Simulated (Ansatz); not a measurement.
Crystal: CsPbBr3.

```
Pb Cs Br
1.0
     5.87000    0.00000    0.00000
     0.00000    5.87000    0.00000
     0.00000    0.00000    5.87000
Pb Cs Br
1 1 3
Direct
  0.50000 0.50000 0.50000
  0.00000 0.00000 0.00000
  0.50000 0.50000 0.00000
  0.50000 0.00000 0.50000
  0.00000 0.50000 0.50000
```

Measurements of this composition are mostly on another form, of space group No. 62.

Base run:

* Program: Ansatz 0.2.0
* Functional: PBEsol
* Potentials or basis: all-electron LAPW, scalar-relativistic
* Cutoff: 188 eV
* Density cutoff: 754 eV
* Basis error allowed: 0.002 eV/atom
* k mesh: 5 × 5 × 5
* Occupations: fermi-dirac, width 0.05 eV
* Spin: no spin polarisation

Its results: pressure 0.0 GPa.

Question: The run is repeated on the same cell with these changes: functional from PBEsol to LDA. What comes out?

Answer: Pressure -1.2 GPa.

LDA binds more tightly than PBEsol, so the same cell stands under less pressure.

Not every run made on this cell is shown here.
